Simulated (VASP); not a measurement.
A run of VASP 6.6.1:

INCAR

```
  PREC = Accurate
  ENCUT = 520
  EDIFF = 1E-6
  ISMEAR = -1
  SIGMA = 0.05
  LREAL = False
  LASPH = True
  NELM = 100
  ALGO = Normal
  ISIF = 2
  LWAVE = False
  LCHARG = False
  GGA = PS
  NBANDS = 16
```

KPOINTS

```
Automatic mesh
0
Gamma
  11 11 11
```

Contents of POSCAR:

```
CdSe
1.0
    0.0000000000      2.8739580000      2.8739580000
    2.8739580000      0.0000000000      2.8739580000
    2.8739580000      2.8739580000      0.0000000000
Cd Se
1 1
Direct
    0.0000000000      0.0000000000      0.0000000000
    0.5000000000      0.5000000000      0.5000000000
```

Potentials or basis: VASP PAW PBE potentials, release 64 (Cd, Se).

Command:

```sh
$ cat potpaw_PBE.64/Cd/POTCAR potpaw_PBE.64/Se/POTCAR > POTCAR
$ mpirun -np 1 vasp_std > vasp.out
```

Hardware: 1 thread of Intel(R) Xeon(R) Platinum 8488C (Sapphire Rapids) (shared host).

Question: How long does it take, and how much memory?

Answer: Run time: 24 s on 1 thread of Intel(R) Xeon(R) Platinum 8488C (Sapphire Rapids), with other jobs on the host, peak memory 0.19 GiB. Counts: scf iterations 12, k points 56.
